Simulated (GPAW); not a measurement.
# TiB (Pnma) in GPAW: single point with PBEsol

Aim: the single point of TiB with PBEsol.

Program: GPAW 26.7.0. These are calculated values, not measurements. Logs are shortened: lines on timing, memory, paths and dates and some standing lists are left out, and cuts for length are marked. The log counts tension as positive stress, the text compression.

## 1. Starting point

It takes space group Pnma (No. 62, orthorhombic). The conventional cell has a = 6.120 Å, b = 3.060 Å, c = 4.560 Å, α = 90.00°, β = 90.00°, γ = 90.00°. Ti (site symmetry m) has 7 B at 2.34 to 2.54 Å as nearest neighbours. Around B (site symmetry m) lie 2 B at 1.83 Å.

## 2. Single point, PBEsol

The input, run.py:

```python
from ase import Atoms
from ase.dft.bandgap import bandgap
from ase.io import write
from ase.units import GPa
from gpaw import GPAW, PW, setup_paths

setup_paths.insert(0, '.')

atoms = Atoms(['Ti', 'Ti', 'Ti', 'Ti', 'B', 'B', 'B', 'B'],
              cell=[[6.12, 0.0, 0.0],
                    [0.0, 3.06, 0.0],
                    [0.0, 0.0, 4.56]],
              scaled_positions=[[0.677, 0.25, 0.377],
                                [0.323, 0.75, 0.623],
                                [0.823, 0.75, 0.877],
                                [0.177, 0.25, 0.123],
                                [0.529, 0.25, 0.897],
                                [0.471, 0.75, 0.103],
                                [0.971, 0.75, 0.397],
                                [0.029, 0.25, 0.603]],
              pbc=True)

calc = GPAW(mode=PW(600),
            xc='PBEsol',
            kpts={'size': (3, 5, 4), 'gamma': True},
            occupations={'name': 'fermi-dirac', 'width': 0.05},
            nbands=56,
            maxiter=120,
            txt='gpaw.txt')
atoms.calc = calc
energy = atoms.get_potential_energy()
forces = atoms.get_forces()
stress = atoms.get_stress()
calc.write('gs.gpw')
write('result.traj', atoms)
print(f'Energy: {energy:.6f} eV')
print('Forces (eV/A):')
print(forces.round(4))
print('Stress (GPa):', (stress / GPa).round(3))
print('Fermi level:', round(calc.get_fermi_level(), 4), 'eV')
print(f'Gap: {bandgap(calc)[0]:.4f} eV, direct: {bandgap(calc, direct=True)[0]:.4f} eV')
```

Potentials or basis: PAW data sets generated in the run's folder for this functional, pw.

Run with:

```sh
gpaw-setup -f PBEsol B Ti
OMP_NUM_THREADS=1 python run.py
```

gpaw.txt:

```text
__  _  _
 | _ |_)|_||  |
 |__||  | ||/\| - 26.7.0

Input parameters:
  mode=PW(ecut=600.0),
  kpts=MonkhorstPack(size=(3, 5, 4), gamma=True),
  maxiter=120,
  nbands=56,
  occupations=Occupations(name='fermi-dirac', width=0.05),
  xc=XC(name='PBEsol')

Diagonalizing LCAO Hamiltonian
Converting LCAO to pw mode
   .--------------.
  /|           Ti |
 * |     B        |
 | |   Ti         |
 |B|             B|
 | |        Ti    |
 | .------B-------.
 |/ Ti           /
 *--------------*

Atoms  # Å, Bohr magnetons
|   | symbol |        x |        y |        z |    initial magnetic moments |
|---|--------|----------|----------|----------|-----------------------------|
| 0 |     Ti | 4.143240 | 0.765000 | 1.719120 | ( 0.0000,  0.0000,  0.0000) |
| 1 |     Ti | 1.976760 | 2.295000 | 2.840880 | ( 0.0000,  0.0000,  0.0000) |
| 2 |     Ti | 5.036760 | 2.295000 | 3.999120 | ( 0.0000,  0.0000,  0.0000) |
| 3 |     Ti | 1.083240 | 0.765000 | 0.560880 | ( 0.0000,  0.0000,  0.0000) |
| 4 |      B | 3.237480 | 0.765000 | 4.090320 | ( 0.0000,  0.0000,  0.0000) |
| 5 |      B | 2.882520 | 2.295000 | 0.469680 | ( 0.0000,  0.0000,  0.0000) |
| 6 |      B | 5.942520 | 2.295000 | 1.810320 | ( 0.0000,  0.0000,  0.0000) |
| 7 |      B | 0.177480 | 0.765000 | 2.749680 | ( 0.0000,  0.0000,  0.0000) |

Unit cell  # Å
| periodic |        x |        y |        z |  lengths |    angles |
|----------|----------|----------|----------|----------|-----------|
|      yes | 6.120000 | 0.000000 | 0.000000 | 6.120000 | 90.000000 |
|      yes | 0.000000 | 3.060000 | 0.000000 | 3.060000 | 90.000000 |
|      yes | 0.000000 | 0.000000 | 4.560000 | 4.560000 | 90.000000 |

Number of symmetries: 2
Symmetry operations  # r_c * U_cc + t_c -> r_c
|   | kind |            matrix            |
|---|------|------------------------------|
| 0 |  E   |  1, 0, 0,  0, 1, 0,  0, 0, 1 |
| 1 |  i   | -1, 0, 0,  0,-1, 0,  0, 0,-1 |

BZ-sampling:
  Number of BZ points: 60
  Number of IBZ points: 31

  Monkhorst-Pack size: [3, 5, 4]
  Monkhorst-Pack shift: [0.0, 0.0, 0.125]

K-points  # in reciprocal-cell coordinates
|     |                                coordinates |     weight |
|-----|--------------------------------------------|------------|
|   0 | (  0.00000000,   0.00000000,   0.00000000) | 0.01666667 |
|   1 | (  0.00000000,   0.00000000,   0.25000000) | 0.03333333 |
|   2 | (  0.00000000,   0.00000000,   0.50000000) | 0.01666667 |
|   3 | (  0.00000000,   0.20000000,  -0.25000000) | 0.03333333 |
|   4 | (  0.00000000,   0.20000000,   0.00000000) | 0.03333333 |
|   5 | (  0.00000000,   0.20000000,   0.25000000) | 0.03333333 |
|   6 | (  0.00000000,   0.20000000,   0.50000000) | 0.03333333 |
|   7 | (  0.00000000,   0.40000000,  -0.25000000) | 0.03333333 |
|   8 | (  0.00000000,   0.40000000,   0.00000000) | 0.03333333 |
|   9 | (  0.00000000,   0.40000000,   0.25000000) | 0.03333333 |
| ... |                                            |            |
|  30 | (  0.33333333,   0.40000000,   0.50000000) | 0.03333333 |

Plane wave coefficients: 2870
Cutoff: 600.0 eV

Spin-components: 1 (collinear spins)
Bands:           56
Projectors:      44
Spin-degeneracy: 2
Datatype:        complex128

Parallelization:
  kpt:    1
  domain: 1
  band:   1

Density:
  Valence electrons: 60.0
  Components: 1
  Grid points: [35 18 27]
  Charge: 0.0  # |e|

Potential:
  Grid points: [35 18 27]

species:
  Ti:
    name:    Titanium
    Z:       22.0
    valence: 12
    core:    10
    charge:  0.0  # [|e|]
    compensation charges:
      type: gauss
      rc: 0.38  # [Å]
      lmax: 2
    cutoffs:
      filter: 2.23  # [Å]
      core: 1.02  # [Å]
    projectors
    | kind |    occ | energy [eV] | rcut [Å] |
    |------|--------|-------------|----------|
    |   3s |  2.000 |     -62.441 |    1.270 |
    |   4s |  2.000 |      -4.477 |    1.270 |
    |   3p |  6.000 |     -38.776 |    1.058 |
    |   4p |  0.000 |      -1.449 |    1.058 |
    |   3d |  2.000 |      -4.275 |    1.058 |
    |    d |        |      22.937 |    1.058 |

    Using partial waves for Ti as LCAO basis

  B:
    name:    Boron
    Z:       5.0
    valence: 3
    core:    2
    charge:  0.0  # [|e|]
    compensation charges:
      type: gauss
      rc: 0.20  # [Å]
      lmax: 2
    cutoffs:
      filter: 1.14  # [Å]
      core: 1.42  # [Å]
    projectors
    | kind |    occ | energy [eV] | rcut [Å] |
    |------|--------|-------------|----------|
    |   2s |  2.000 |      -9.361 |    0.635 |
    |   2p |  1.000 |      -3.555 |    0.635 |
    |    s |        |      17.850 |    0.635 |
    |    p |        |      23.657 |    0.635 |
    |    d |        |       0.000 |    0.635 |

    Using partial waves for B as LCAO basis

Reference energy: -95454.419974  # eV

eigensolver:
  PPCG
  Converge bands: occupied
  niter=2

density mixing:
  MSR1-Mixer
  Pratt-step length: 0.05
  Maximum mixing coefficient: 0.75
  Old densities: 10
  SVD Regularization: 0.005
  Good broyden scale: 1.0
  Trust region scale: 1.0
  Backstep threshold: 4.0
  History deletion threshold: 6.0
  Fourier metric: weight=20.0, sigma=0.015

occupation numbers:
  Fermi-Dirac:
    width: 0.0500  # eV

poisson solver:
  ecut: 4800.0  # eV

xc functional:
  name: PBEsol with 2 nearest neighbor stencil

convergence criteria:
- Maximum [total energy] change in last 3 cyles: 0.0005 eV / valence electron
- Maximum integral of absolute [dens]ity change: 0.0001 electrons / valence electron
- Maximum integral of absolute [eigenst]ate change: 4e-08 eV^2 / valence electron
maximum number of iterations: 120

SCF iterations
|iter     | |      energy | eigst |  dens |
|---------|-|-------------|-------|-------|
|iter:   1| |  -68.854803 | +0.17 |       |
|iter:   2| |  -67.326880 | -1.66 | -0.98 |
|iter:   3| |  -64.275061 | -0.58 | -1.04 |
|iter:   4| |  -63.968253 | -1.85 | -1.59 |
|iter:   5| |  -63.986958 | -3.08 | -2.06 |
|iter:   6| |  -63.990206c| -3.71 | -2.69 |
|iter:   7| |  -63.986379c| -4.25 | -2.49 |
|iter:   8| |  -63.986487c| -5.32 | -3.39 |
|iter:   9| |  -63.986511c| -5.93 | -3.73 |
|iter:  10| |  -63.986512c| -6.98 | -4.21c|
|iter:  11| |  -63.986512c| -7.55c| -4.48c|

Converged in 11 steps
Energy contributions relative to reference atoms: (reference = -95454.419974)

Energy contributions:
  Kinetic:          49.050361
  Coulomb:         -48.017248
  Zero:              0.206786
  External:          0.000000
  Xc:              -65.203286
  Entropy:          -0.046249
  Spinorbit:         0.000000
  ----------------------------
  Free energy:     -64.009637
  Extrapolated:    -63.986512

dipole moment: (0.000010, 0.000005, 0.000008)  # |e|*Ang

Fermi level: 9.526
Eigenvalues  # (at kpt = [0.000, 0.000, 0.000])
| band index |      eig [eV] | occ [0-2] |
|------------|---------------|-----------|
|          0 |       -46.498 |     2.000 |
|        ... |               |           |
|         20 |         5.872 |     2.000 |
|         21 |         6.752 |     2.000 |
|         22 |         6.984 |     2.000 |
|         23 |         7.144 |     2.000 |
|         24 |         7.591 |     2.000 |
|         25 |         8.292 |     2.000 |
[... 8 lines left out ...]
|         34 |        11.162 |     0.000 |
|         35 |        11.549 |     0.000 |
|        ... |               |           |
|         55 |        22.340 |     0.000 |

No gap
No difference between direct/indirect transitions

Forces  # eV/Ang
|        x |        y |        z |
|----------|----------|----------|
|  0.15455 |  0.00000 |  0.00258 |  # Ti   0
| -0.15455 | -0.00000 | -0.00258 |  # Ti   1
| -0.15439 |  0.00000 |  0.00248 |  # Ti   2
|  0.15439 | -0.00000 | -0.00248 |  # Ti   3
|  0.04194 |  0.00000 |  0.28532 |  # B    4
| -0.04194 | -0.00000 | -0.28532 |  # B    5
| -0.04192 |  0.00000 |  0.28534 |  # B    6
|  0.04192 | -0.00000 | -0.28534 |  # B    7

Stress tensor  # eV/Ang^3
|         x |        y |         z |
|-----------|----------|-----------|
|  0.041750 | 0.000000 | -0.000000 |
|  0.000000 | 0.031261 |  0.000000 |
| -0.000000 | 0.000000 |  0.033411 |

# Writing to gs.gpw (mode='')
```

Run time: 1.8 min. Hardware: 1 thread of Arm Neoverse V2, shared host; peak memory 0.27 GiB.

What came out:

```
Free energy            : -64.0096 eV
Pressure               : -5.7 GPa
Largest force          : 0.288 eV/Å
Band gap on the k mesh : none (metal or under the smearing width)
```

Forces in eV/Å, atoms in the order of the input:
```
Ti   0.155  0.000  0.003
Ti  -0.155  0.000 -0.003
Ti  -0.154  0.000  0.002
Ti   0.154  0.000 -0.002
B    0.042  0.000  0.285
B   -0.042  0.000 -0.285
B   -0.042  0.000  0.285
B    0.042  0.000 -0.285
```

Caveat: the k mesh is coarse (spacing up to 0.41 Å⁻¹), so the values aren't converged; the cutoff is short for stress and forces, so pressures can be off by a GPa or more.
